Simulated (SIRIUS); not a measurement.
The system is AlN.

```
Al N
1.0
     0.00000    2.18399    2.18399
     2.18399    0.00000    2.18399
     2.18399    2.18399    0.00000
Al N
1 1
Direct
  0.00000 0.00000 0.00000
  0.25000 0.25000 0.25000
```

Measurements of this composition are mostly on another form, of space group No. 186.

Base run:

```yaml
Program: SIRIUS 7.10.0
Functional: PBEsol
Potentials_or_basis: PseudoDojo 0.4.1 PBEsol standard (scalar relativistic)
Cutoff: 1152 eV
Density_cutoff: 4606 eV
k_mesh: 10 × 10 × 10
Occupations: fermi-dirac, width 0.05 eV
Spin: no spin polarisation
```

Its results: band gap on the k mesh 3.19 eV; pressure 1.2 GPa.

Problem. The run is repeated on the same cell with these changes: program from SIRIUS 7.10.0 to SIRIUS 7.12.0; potentials or basis from PseudoDojo 0.4.1 PBEsol standard (scalar relativistic) to PseudoDojo 0.4.1 PBE standard (scalar relativistic). What comes out?

Solution. Band gap on the k mesh 3.17 eV; pressure 2.3 GPa.

Caveats: the potentials were made for another functional, which shifts forces and pressure (some runs).

A k mesh can miss the band edges.

The runs were made with more than one version of the program.
